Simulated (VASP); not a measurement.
An input for VASP 6.6.1 (Ti):

Contents of run.py:

```python
from ase.calculators.vasp import Vasp
from ase.dft.bandgap import bandgap
from ase.io import read

atoms = read('Ti.cif', primitive_cell=True, subtrans_included=False)
calc = Vasp(
    directory='calc',
    xc='r2scan',
    pp='PBE',
    setups='gw',
    prec='Accurate',
    encut=600,
    ediff=1e-07,
    ismear=-5,
    sigma=0.3,
    lreal=False,
    lasph=True,
    nelm=60,
    algo='Normal',
    isif=2,
    lwave=False,
    lcharg=False,
    lmixtau=True,
    ivdw=4,
    addgrid=True,
    kpts=[11, 11, 11],
    gamma=True,
    nbands=12,
)
atoms.calc = calc

print('energy (eV):', atoms.get_potential_energy())
print('free energy (eV):', atoms.get_potential_energy(force_consistent=True))
print('forces (eV/A):')
print(atoms.get_forces())
print('stress (eV/A^3, Voigt):', atoms.get_stress())
print('Fermi level (eV):', calc.get_fermi_level())
gap, top, bottom = bandgap(calc)
print('band gap (eV):', gap, 'from (spin, k, band)', top, 'to', bottom)
```

Contents of Ti.cif:

```cif
data_Ti
_cell_length_a 4.06000000
_cell_length_b 4.06000000
_cell_length_c 4.06000000
_cell_angle_alpha 90.00000000
_cell_angle_beta 90.00000000
_cell_angle_gamma 90.00000000
_space_group_name_H-M_alt 'Fm-3m'
_space_group_name_Hall '-F 4 2 3'
_space_group_IT_number 225
loop_
_space_group_symop_operation_xyz
'x,y,z'
'-x,-y,-z'
'-y,x,z'
'y,-x,-z'
'-x,-y,z'
'x,y,-z'
'y,-x,z'
'-y,x,-z'
'x,-y,-z'
'-x,y,z'
'-y,-x,-z'
'y,x,z'
'-x,y,-z'
'x,-y,z'
'y,x,-z'
'-y,-x,z'
'z,x,y'
'-z,-x,-y'
'z,-y,x'
'-z,y,-x'
'z,-x,-y'
'-z,x,y'
'z,y,-x'
'-z,-y,x'
'-z,x,-y'
'z,-x,y'
'-z,-y,-x'
'z,y,x'
'-z,-x,y'
'z,x,-y'
'-z,y,x'
'z,-y,-x'
'y,z,x'
'-y,-z,-x'
'x,z,-y'
'-x,-z,y'
'-y,z,-x'
'y,-z,x'
'-x,z,y'
'x,-z,-y'
'-y,-z,x'
'y,z,-x'
'-x,-z,-y'
'x,z,y'
'y,-z,-x'
'-y,z,x'
'x,-z,y'
'-x,z,-y'
'x,y+1/2,z+1/2'
'-x,-y+1/2,-z+1/2'
'-y,x+1/2,z+1/2'
'y,-x+1/2,-z+1/2'
'-x,-y+1/2,z+1/2'
'x,y+1/2,-z+1/2'
'y,-x+1/2,z+1/2'
'-y,x+1/2,-z+1/2'
'x,-y+1/2,-z+1/2'
'-x,y+1/2,z+1/2'
'-y,-x+1/2,-z+1/2'
'y,x+1/2,z+1/2'
[... 40 lines left out ...]
'-x+1/2,-y,z+1/2'
'x+1/2,y,-z+1/2'
'y+1/2,-x,z+1/2'
'-y+1/2,x,-z+1/2'
'x+1/2,-y,-z+1/2'
'-x+1/2,y,z+1/2'
'-y+1/2,-x,-z+1/2'
'y+1/2,x,z+1/2'
'-x+1/2,y,-z+1/2'
'x+1/2,-y,z+1/2'
'y+1/2,x,-z+1/2'
'-y+1/2,-x,z+1/2'
'z+1/2,x,y+1/2'
'-z+1/2,-x,-y+1/2'
'z+1/2,-y,x+1/2'
'-z+1/2,y,-x+1/2'
'z+1/2,-x,-y+1/2'
'-z+1/2,x,y+1/2'
'z+1/2,y,-x+1/2'
'-z+1/2,-y,x+1/2'
'-z+1/2,x,-y+1/2'
'z+1/2,-x,y+1/2'
'-z+1/2,-y,-x+1/2'
'z+1/2,y,x+1/2'
'-z+1/2,-x,y+1/2'
'z+1/2,x,-y+1/2'
'-z+1/2,y,x+1/2'
'z+1/2,-y,-x+1/2'
'y+1/2,z,x+1/2'
'-y+1/2,-z,-x+1/2'
'x+1/2,z,-y+1/2'
'-x+1/2,-z,y+1/2'
'-y+1/2,z,-x+1/2'
'y+1/2,-z,x+1/2'
'-x+1/2,z,y+1/2'
'x+1/2,-z,-y+1/2'
'-y+1/2,-z,x+1/2'
'y+1/2,z,-x+1/2'
'-x+1/2,-z,-y+1/2'
'x+1/2,z,y+1/2'
'y+1/2,-z,-x+1/2'
'-y+1/2,z,x+1/2'
'x+1/2,-z,y+1/2'
'-x+1/2,z,-y+1/2'
'x+1/2,y+1/2,z'
'-x+1/2,-y+1/2,-z'
'-y+1/2,x+1/2,z'
'y+1/2,-x+1/2,-z'
'-x+1/2,-y+1/2,z'
'x+1/2,y+1/2,-z'
'y+1/2,-x+1/2,z'
'-y+1/2,x+1/2,-z'
'x+1/2,-y+1/2,-z'
'-x+1/2,y+1/2,z'
'-y+1/2,-x+1/2,-z'
'y+1/2,x+1/2,z'
'-x+1/2,y+1/2,-z'
'x+1/2,-y+1/2,z'
'y+1/2,x+1/2,-z'
'-y+1/2,-x+1/2,z'
'z+1/2,x+1/2,y'
'-z+1/2,-x+1/2,-y'
'z+1/2,-y+1/2,x'
'-z+1/2,y+1/2,-x'
'z+1/2,-x+1/2,-y'
'-z+1/2,x+1/2,y'
'z+1/2,y+1/2,-x'
'-z+1/2,-y+1/2,x'
'-z+1/2,x+1/2,-y'
'z+1/2,-x+1/2,y'
'-z+1/2,-y+1/2,-x'
'z+1/2,y+1/2,x'
'-z+1/2,-x+1/2,y'
'z+1/2,x+1/2,-y'
'-z+1/2,y+1/2,x'
'z+1/2,-y+1/2,-x'
'y+1/2,z+1/2,x'
'-y+1/2,-z+1/2,-x'
'x+1/2,z+1/2,-y'
'-x+1/2,-z+1/2,y'
'-y+1/2,z+1/2,-x'
'y+1/2,-z+1/2,x'
'-x+1/2,z+1/2,y'
'x+1/2,-z+1/2,-y'
'-y+1/2,-z+1/2,x'
'y+1/2,z+1/2,-x'
'-x+1/2,-z+1/2,-y'
'x+1/2,z+1/2,y'
'y+1/2,-z+1/2,-x'
'-y+1/2,z+1/2,x'
'x+1/2,-z+1/2,y'
'-x+1/2,z+1/2,-y'
loop_
_atom_site_label
_atom_site_type_symbol
_atom_site_symmetry_multiplicity
_atom_site_Wyckoff_symbol
_atom_site_fract_x
_atom_site_fract_y
_atom_site_fract_z
_atom_site_occupancy
Ti1 Ti 4 a 0.0000000000 0.0000000000 0.0000000000 1
```

Potentials or basis: VASP PAW PBE potentials, release 64 (Ti_sv_GW).

The run is started by

```sh
$ python run.py
```

Q: Does this run start?

A: The run stopped without a result. It printed:

Output:

```text
Traceback (most recent call last):
  ...
ase.calculators.calculator.CalculationFailed: vasp in <dir> returned an error: 1 stderr is in vasp.out
```

OUTCAR:

```text
ENCUT = 600.000000
   EDIFF = 1.00e-07
   METAGGA = R2SCAN
   PREC = Accurate
   ISIF = 2
   ISMEAR = -5
   NELM = 60
   IVDW = 4
   LASPH = .TRUE.
   LREAL = .FALSE.
```

Among its messages:

```text
vdw_forces_dDsC: ERROR unsupported xc-functional: please define parameters VDW_S6 (ATT0) and VDW_SR (BTT0) for this functional ---->  I REFUSE TO CONTINUE WITH THIS SICK JOB ... BYE!!! <----
```
